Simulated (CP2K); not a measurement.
# BAs (F-43m) in CP2K: notebook

The runs below take BAs through single point, equation of state, with LDA.

Program: CP2K 2026.2. These are calculated values, not measurements. Logs are shortened: lines on timing, memory, paths and dates and some standing lists are left out, and cuts for length are marked.

**Experimental background.**

From “Basic Physical Properties of Cubic Boron Arsenide”, 2019, arxiv:1911.11281, for a bulk crystal of BAs: bulk modulus 148 GPa.

How close the calculation comes is told below.

## 1. Starting point

It takes space group F-43m (No. 216, cubic). The conventional cell has a = 4.777 Å, b = 4.777 Å, c = 4.777 Å, α = 90.00°, β = 90.00°, γ = 90.00°. As (site symmetry -43m) is surrounded by 4 B at 2.07 Å. Around B (site symmetry -43m) lie 4 As at 2.07 Å.

## 2. Single point, LDA, 13.63 Å³/atom

File bas_eos.inp:

```
&GLOBAL
  PROJECT bas_eos
  RUN_TYPE ENERGY_FORCE
  PRINT_LEVEL LOW
&END GLOBAL
&FORCE_EVAL
  METHOD QS
  STRESS_TENSOR ANALYTICAL
  &DFT
    BASIS_SET_FILE_NAME BASIS_MOLOPT_UZH
    POTENTIAL_FILE_NAME GTH_POTENTIALS
    &MGRID
      CUTOFF 450
      REL_CUTOFF 60
      NGRIDS 5
    &END MGRID
    &QS
      METHOD GPW
      EPS_DEFAULT 1.0E-9
    &END QS
    &KPOINTS
      SCHEME MONKHORST-PACK 10 10 10
      GAMMA_CENTERED T
      SYMMETRY T
      SYMMETRY_BACKEND SPGLIB
    &END KPOINTS
    &SCF
      SCF_GUESS ATOMIC
      EPS_SCF 1.0E-6
      MAX_SCF 100
      ADDED_MOS 10
      CHOLESKY OFF
      EPS_EIGVAL 1.0E-7
      &DIAGONALIZATION ON
        ALGORITHM STANDARD
      &END DIAGONALIZATION
      &MIXING ON
        METHOD BROYDEN_MIXING
        ALPHA 0.4
        BETA 1.5
        NBUFFER 8
      &END MIXING
      &SMEAR ON
        METHOD FERMI_DIRAC
        ELECTRONIC_TEMPERATURE 580.23
      &END SMEAR
    &END SCF
    &XC
      &XC_FUNCTIONAL
        &LDA_X
        &END LDA_X
        &LDA_C_PW
        &END LDA_C_PW
      &END XC_FUNCTIONAL
    &END XC
    &PRINT
      &KPOINTS ON
      &END KPOINTS
      &MULLIKEN ON
      &END MULLIKEN
      &MO ON
        ENERGIES T
        OCCUPATION_NUMBERS T
        &EACH
          QS_SCF 0
        &END EACH
        ADD_LAST NUMERIC
      &END MO
    &END PRINT
  &END DFT
  &SUBSYS
    &CELL
      ABC 3.3778490937 3.3778490937 3.3778490937
      ALPHA_BETA_GAMMA 59.9999999991 59.9999999994 59.9999999993
      PERIODIC XYZ
    &END CELL
    &COORD
      SCALED
      As  0.7500000000 0.7500000000 0.7500000000
      B   0.0000000000 0.0000000000 0.0000000000
    &END COORD
    &KIND As
      BASIS_SET TZVP-MOLOPT-PBE-GTH-q5
      POTENTIAL GTH-PADE-q5
    &END KIND
    &KIND B
      BASIS_SET TZVP-MOLOPT-PBE-GTH-q3
      POTENTIAL GTH-PADE-q3
    &END KIND
    &PRINT
      &ATOMIC_COORDINATES ON
      &END ATOMIC_COORDINATES
      &CELL ON
      &END CELL
    &END PRINT
  &END SUBSYS
  &PRINT
    &FORCES ON
    &END FORCES
    &STRESS_TENSOR ON
    &END STRESS_TENSOR
  &END PRINT
&END FORCE_EVAL
```

Potentials or basis: GTH_POTENTIALS As GTH-PADE-q5, B GTH-PADE-q3; TZVP-MOLOPT-PBE-GTH basis.

The run is started by

```sh
> OMP_NUM_THREADS=1 cp2k.psmp -i bas_eos.inp -o bas_eos.out
```

bas_eos.out:

```text

 CP2K| version string:                                       CP2K version 2026.2
 CP2K| Input file name                                               bas_eos.inp

 GLOBAL| Force Environment number                                              1
 GLOBAL| Basis set file name                                    BASIS_MOLOPT_UZH
 GLOBAL| Potential file name                                      GTH_POTENTIALS
 GLOBAL| MM Potential file name                                     MM_POTENTIAL
 GLOBAL| Coordinate file name                                      __STD_INPUT__
 GLOBAL| Method name                                                        CP2K
 GLOBAL| Project name                                                    bas_eos
 GLOBAL| Run type                                                   ENERGY_FORCE
 GLOBAL| FFT library                                                       FFTW3
[... 6 lines left out ...]
 GLOBAL| Total number of message passing processes                             1
 GLOBAL| Number of threads for this process                                    1
 GLOBAL| CPU model name                                                  UNKNOWN

 CELL| Volume [angstrom^3]:                                            27.252461
 CELL| Vector a [angstrom]:       3.378     0.000     0.000   |a| =     3.377849
 CELL| Vector b [angstrom]:       1.689     2.925     0.000   |b| =     3.377849
 CELL| Vector c [angstrom]:       1.689     0.975     2.758   |c| =     3.377849
 CELL| Angle (b,c), alpha [degree]:                                    60.000000
 CELL| Angle (a,c), beta  [degree]:                                    60.000000
 CELL| Angle (a,b), gamma [degree]:                                    60.000000
 CELL| Numerically orthorhombic:                                              NO
 CELL| Periodicity                                                           XYZ

 CELL_REF| Volume [angstrom^3]:                                        27.252461
 CELL_REF| Vector a [angstrom     3.378     0.000     0.000   |a| =     3.377849
 CELL_REF| Vector b [angstrom     1.689     2.925     0.000   |b| =     3.377849
 CELL_REF| Vector c [angstrom     1.689     0.975     2.758   |c| =     3.377849
 CELL_REF| Angle (b,c), alpha [degree]:                                60.000000
 CELL_REF| Angle (a,c), beta  [degree]:                                60.000000
 CELL_REF| Angle (a,b), gamma [degree]:                                60.000000
 CELL_REF| Numerically orthorhombic:                                          NO
 CELL_REF| Periodicity                                                       XYZ
[... 10 lines left out ...]

  Total number of            - Atomic kinds:                                   2
                             - Atoms:                                          2
                             - Shell sets:                                     2
                             - Shells:                                        14
                             - Primitive Cartesian functions:                  9
                             - Cartesian basis functions:                     36
                             - Spherical basis functions:                     34

  Maximum angular momentum of- Orbital basis functions:                        2
                             - Local part of the GTH pseudopotential:          2
                             - Non-local part of the GTH pseudopotential:      4

 MODULE QUICKSTEP: ATOMIC COORDINATES IN ANGSTROM

   Atom Kind Element         X             Y             Z       Z(eff)     Mass
      1    1 As   33      5.066774      2.925303      2.068502   5.0000  74.9216
      2    2 B     5      0.000000      0.000000      0.000000   3.0000  10.8110

 SCF PARAMETERS         Density guess:                                    ATOMIC
                        --------------------------------------------------------
                        max_scf:                                             100
[... 7 lines left out ...]
                        --------------------------------------------------------
                        level_shift [a.u.]:                             0.000000
                        added MOs                                        10    0
                        --------------------------------------------------------
                        Mixing method:                            BROYDEN_MIXING
                                                charge density mixing in g-space
                        --------------------------------------------------------
                        Smear method:                                FERMI_DIRAC
                        Electronic temperature [K]:                        580.2
                        Electronic temperature [a.u.]:                  1.84E-03
                        Accuracy threshold:                             1.00E-10
[... 31 lines left out ...]
     6 Broy./Diag. 0.40E+00    1.4     0.00524253        -9.2230702779 -1.77E-02
     7 Broy./Diag. 0.40E+00    1.5     0.00022310        -9.2256530831 -2.58E-03
     8 Broy./Diag. 0.40E+00    1.4     0.00031323        -9.2265741395 -9.21E-04
     9 Broy./Diag. 0.40E+00    1.4     0.00001224        -9.2267199263 -1.46E-04
    10 Broy./Diag. 0.40E+00    1.4     0.00000501        -9.2267781116 -5.82E-05
    11 Broy./Diag. 0.40E+00    1.5     0.00000150        -9.2267864929 -8.38E-06
    12 Broy./Diag. 0.40E+00    1.4     0.00000079        -9.2267877934 -1.30E-06

  *** SCF run converged in    12 steps ***

  Electronic density on regular grids:         -7.9999999997        0.0000000003
  Core density on regular grids:                7.9999999820       -0.0000000180
  Total charge density on r-space grids:       -0.0000000177
  Total charge density g-space grids:          -0.0000000177

  Overlap energy of the core charge distribution:               0.00000012056098
  Self energy of the core charge distribution:                -19.41309121568387
  Core Hamiltonian energy:                                      5.00790578918368
  Hartree energy:                                               7.86489372646764
  Exchange-correlation energy:                                 -2.68649621102058
  Electronic entropic energy:                                  -0.00000000289745
  Fermi energy:                                                 0.26200169774363

  Total energy:                                                -9.22678779338956
  Total energy (extrapolated to T->0):                         -9.22678779194084

 MO| EIGENVALUES AND OCCUPATION NUMBERS FOR K POINT 1
 MO|
 MO|  Index      Eigenvalue [a.u.]        Eigenvalue [eV]             Occupation
 MO|      1              -0.238368              -6.486319               2.000000
 MO|      2              -0.048189              -1.311283               2.000000
 MO|      3               0.179635               4.888113               2.000000
 MO|      4               0.179635               4.888113               2.000000
 MO|      5               0.344399               9.371583               0.000000
 MO|      6               0.420207              11.434402               0.000000
 MO|      7               0.420208              11.434434               0.000000
 MO|      8               0.602482              16.394379               0.000000
 MO|      9               0.758148              20.630259               0.000000
 MO|     10               0.758153              20.630402               0.000000
 MO|     11               0.768188              20.903461               0.000000
 MO|     12               0.904249              24.605861               0.000000
 MO|     13               0.992128              26.997171               0.000000
[... 263 lines left out ...]
 MO|      4               0.092717               2.522971               2.000000
 MO|      5               0.324339               8.825714               0.000000
 MO|      6               0.359641               9.786341               0.000000
 MO|      7               0.565231              15.380710               0.000000
 MO|      8               0.621983              16.925013               0.000000
 MO|      9               0.695175              18.916665               0.000000
 MO|     10               0.828538              22.545665               0.000000
 MO|     11               0.873147              23.759528               0.000000
 MO|     12               0.981677              26.712782               0.000000
 MO|     13               1.017302              27.682208               0.000000
 MO|     14               1.090540              29.675104               0.000000
 MO| Sum:                                                               8.000000
 MO| E(Fermi):            0.262002 a.u.          7.129429 eV
 MO| Band gap:            0.231622 a.u.          6.302743 eV

 [... the levels of further k-points ...]

 !-----------------------------------------------------------------------------!
                     Mulliken Population Analysis

 #  Atom  Element  Kind  Atomic population                           Net charge
       1     As       1          4.441884                              0.558116
       2     B        2          3.558116                             -0.558116
 # Total charge                              8.000000                 -0.000000

 !-----------------------------------------------------------------------------!

 ENERGY| Total FORCE_EVAL ( QS ) energy [hartree]             -9.226787911904768

 FORCES| Atomic forces [hartree/bohr]
 FORCES|   Atom     x               y               z               |f|
 FORCES|      1  1.12911343E-09  4.89415402E-08  2.02756752E-08   5.29872839E-08
 FORCES|      2 -1.15546110E-09 -4.89548259E-08 -2.02895155E-08   5.30054196E-08
 FORCES| Sum    -2.63476660E-11 -1.32857470E-11 -1.38403204E-11
 FORCES| Total atomic force                                       3.25924078E-11

 STRESS| Analytical stress tensor [bar]
 STRESS|                        x                   y                   z
 STRESS|      x       -4.12669642103E+04   5.17523543826E-02   1.37438257217E-02
 STRESS|      y        5.17523543826E-02  -4.12653085299E+04  -3.00681353452E-01
 STRESS|      z        1.37438257217E-02  -3.00681353452E-01  -4.12650353814E+04
 STRESS| 1/3 Trace                                            -4.12657693738E+04
 STRESS| Determinant                                          -7.02699815790E+13

 STRESS| Eigenvectors and eigenvalues of the analytical stress tensor [bar]
 STRESS|                        1                   2                   3
 STRESS| Eigenvalues  -4.12669661113E+04  -4.12655004277E+04  -4.12648415825E+04
 STRESS|      x           0.999364881868      0.034776584076     -0.007773164681
 STRESS|      y          -0.033436816661      0.839720694478     -0.541988131380
 STRESS|      z          -0.012321208575      0.541903814773      0.840350190905
```

Run time: 21 s. Hardware: 1 thread of Arm Neoverse V2, shared host; peak memory 0.22 GiB.

What came out:

| Property | Result |
| --- | --- |
| Free energy | -251.0737 eV |
| Pressure | -4.1 GPa |
| Band gap on the k mesh | 1.19 eV, indirect (least direct gap 3.34 eV) |
| Mulliken charges | As +0.56; B -0.56 e |

Caveat: Mulliken charges move with the basis; the basis of atomic orbitals isn't converged, which shifts pressures, moduli and gaps.

## 3. Single point, LDA, 13.35 Å³/atom (volume scaled by 0.98)

Edit bas_eos.inp of step 2 so:

```diff
@@ -11,2 +11,3 @@
     POTENTIAL_FILE_NAME GTH_POTENTIALS
+    WFN_RESTART_FILE_NAME previous-RESTART.kp
     &MGRID
@@ -27,3 +28,3 @@
     &SCF
-      SCF_GUESS ATOMIC
+      SCF_GUESS RESTART
       EPS_SCF 1.0E-6
@@ -72,4 +73,4 @@
     &CELL
-      ABC 3.3778490937 3.3778490937 3.3778490937
-      ALPHA_BETA_GAMMA 59.9999999991 59.9999999994 59.9999999993
+      ABC 3.3551782825 3.3551782826 3.3551782825
+      ALPHA_BETA_GAMMA 59.9999999989 59.9999999988 59.9999999995
       PERIODIC XYZ
```

Potentials or basis: GTH_POTENTIALS As GTH-PADE-q5, B GTH-PADE-q3; TZVP-MOLOPT-PBE-GTH basis.

The run is started by

```sh
> OMP_NUM_THREADS=1 cp2k.psmp -i bas_eos.inp -o bas_eos.out
```

Run time: 17 s. Hardware: 1 thread of Arm Neoverse V2, shared host; peak memory 0.22 GiB.

It converged, with:

- Free energy: -251.0832 eV
- Pressure: -1.4 GPa
- Band gap on the k mesh: 1.17 eV, indirect (least direct gap 3.37 eV)
- Mulliken charges: As +0.58; B -0.58 e

Caveat: Mulliken charges move with the basis; the basis of atomic orbitals isn't converged, which shifts pressures, moduli and gaps.

## 4. Single point, LDA, 13.90 Å³/atom (volume scaled by 1.02)

Edit bas_eos.inp of step 3 so:

```diff
@@ -73,4 +73,4 @@
     &CELL
-      ABC 3.3551782825 3.3551782826 3.3551782825
-      ALPHA_BETA_GAMMA 59.9999999989 59.9999999988 59.9999999995
+      ABC 3.4002196072 3.4002196072 3.4002196072
+      ALPHA_BETA_GAMMA 59.9999999996 60.0000000003 60.0000000002
       PERIODIC XYZ
```

The run is started by

```sh
> OMP_NUM_THREADS=1 cp2k.psmp -i bas_eos.inp -o bas_eos.out
```

Run time: 16 s. Hardware: 1 thread of Arm Neoverse V2, shared host; peak memory 0.21 GiB.

It converged, with:

- Free energy: -251.0555 eV
- Pressure: -6.5 GPa
- Band gap on the k mesh: 1.20 eV, indirect (least direct gap 3.31 eV)
- Mulliken charges: As +0.54; B -0.54 e

Caveat: Mulliken charges move with the basis; the basis of atomic orbitals isn't converged, which shifts pressures, moduli and gaps.

## 5. Single point, LDA, 13.08 Å³/atom (volume scaled by 0.96)

Edit bas_eos.inp of step 4 so:

```diff
@@ -73,4 +73,4 @@
     &CELL
-      ABC 3.4002196072 3.4002196072 3.4002196072
-      ALPHA_BETA_GAMMA 59.9999999996 60.0000000003 60.0000000002
+      ABC 3.3321968881 3.3321968881 3.3321968881
+      ALPHA_BETA_GAMMA 59.9999999989 59.9999999993 59.9999999992
       PERIODIC XYZ
```

The run is started by

```sh
> OMP_NUM_THREADS=1 cp2k.psmp -i bas_eos.inp -o bas_eos.out
```

It took 18 s on 1 thread of Arm Neoverse V2, shared host; peak memory 0.22 GiB.

The run converged. Its results:

```yaml
Free_energy: -251.0832 eV
Pressure: 1.5 GPa
Band_gap_on_the_k_mesh: 1.15 eV, indirect (least direct gap 3.40 eV)
Mulliken_charges: As +0.60; B -0.60 e
```

Caveat: Mulliken charges move with the basis; the basis of atomic orbitals isn't converged, which shifts pressures, moduli and gaps.

## 6. Single point, LDA, 14.17 Å³/atom (volume scaled by 1.04)

Edit bas_eos.inp of step 5 so:

```diff
@@ -73,4 +73,4 @@
     &CELL
-      ABC 3.3321968881 3.3321968881 3.3321968881
-      ALPHA_BETA_GAMMA 59.9999999989 59.9999999993 59.9999999992
+      ABC 3.4222995740 3.4222995740 3.4222995740
+      ALPHA_BETA_GAMMA 59.9999999993 60.0000000003 59.9999999996
       PERIODIC XYZ
```

Potentials or basis: GTH_POTENTIALS As GTH-PADE-q5, B GTH-PADE-q3; TZVP-MOLOPT-PBE-GTH basis.

The run is started by

```sh
> OMP_NUM_THREADS=1 cp2k.psmp -i bas_eos.inp -o bas_eos.out
```

Run time: 17 s. Hardware: 1 thread of Arm Neoverse V2, shared host; peak memory 0.22 GiB.

Results (log left out):

| Item | Value |
| --- | --- |
| Free energy | -251.0294 eV |
| Pressure | -8.7 GPa |
| Band gap on the k mesh | 1.22 eV, indirect (least direct gap 3.29 eV) |
| Mulliken charges | As +0.52; B -0.52 e |

Caveat: Mulliken charges move with the basis; the basis of atomic orbitals isn't converged, which shifts pressures, moduli and gaps.

## 7. Single point, LDA, 12.81 Å³/atom (volume scaled by 0.94)

Edit bas_eos.inp of step 6 so:

```diff
@@ -73,4 +73,4 @@
     &CELL
-      ABC 3.4222995740 3.4222995740 3.4222995740
-      ALPHA_BETA_GAMMA 59.9999999993 60.0000000003 59.9999999996
+      ABC 3.3088940495 3.3088940495 3.3088940496
+      ALPHA_BETA_GAMMA 59.9999999998 59.9999999995 59.9999999993
       PERIODIC XYZ
```

The run is started by

```sh
> OMP_NUM_THREADS=1 cp2k.psmp -i bas_eos.inp -o bas_eos.out
```

It took 19 s on 1 thread of Arm Neoverse V2, shared host; peak memory 0.22 GiB.

Results (log left out):

```yaml
Free_energy: -251.0726 eV
Pressure: 4.8 GPa
Band_gap_on_the_k_mesh: 1.14 eV, indirect (least direct gap 3.43 eV)
Mulliken_charges: As +0.62; B -0.62 e
```

Caveat: Mulliken charges move with the basis; the basis of atomic orbitals isn't converged, which shifts pressures, moduli and gaps.

## 8. Single point, LDA, 14.44 Å³/atom (volume scaled by 1.06)

Edit bas_eos.inp of step 7 so:

```diff
@@ -73,4 +73,4 @@
     &CELL
-      ABC 3.3088940495 3.3088940495 3.3088940496
-      ALPHA_BETA_GAMMA 59.9999999998 59.9999999995 59.9999999993
+      ABC 3.4440982481 3.4440982481 3.4440982482
+      ALPHA_BETA_GAMMA 59.9999999989 59.9999999998 59.9999999994
       PERIODIC XYZ
```

The run is started by

```sh
> OMP_NUM_THREADS=1 cp2k.psmp -i bas_eos.inp -o bas_eos.out
```

Wall time 17 s (1 thread of Arm Neoverse V2, shared host); peak memory 0.22 GiB.

It converged, with:

| Item | Value |
| --- | --- |
| Free energy | -250.9964 eV |
| Pressure | -10.7 GPa |
| Band gap on the k mesh | 1.23 eV, indirect (least direct gap 3.26 eV) |
| Mulliken charges | As +0.51; B -0.51 e |

Caveat: Mulliken charges move with the basis; the basis of atomic orbitals isn't converged, which shifts pressures, moduli and gaps.

## 9. Equation of state, LDA

Potentials or basis: GTH_POTENTIALS As GTH-PADE-q5, B GTH-PADE-q3; TZVP-MOLOPT-PBE-GTH basis.

No new run: the results of the series are fitted here.

What came out:

```
Equilibrium volume                      : 13.22 Å³/atom
Bulk modulus                            : 144 GPa
Pressure derivative of the bulk modulus : 4.0
```

Energy against volume, from the lowest point:
```
volume (Å³/atom)  energy (meV/atom)
          12.809               5.32
          13.081               0.00
          13.354               0.01
          13.626               4.78
          13.899              13.89
          14.171              26.89
          14.444              43.42
```

Caveat: the basis of atomic orbitals isn't converged, which shifts pressures, moduli and gaps. LDA usually gives volumes a few per cent too small.

## 10. Comparison with measurements

Step 9. Against the measured bulk modulus of BAs, 148 GPa (quoted in “Basic Physical Properties of Cubic Boron Arsenide”, 2019, arxiv:1911.11281), the calculated 144 GPa is off by -2.9 %. The fit is for a static lattice scaled at fixed shape and fixed fractional positions.
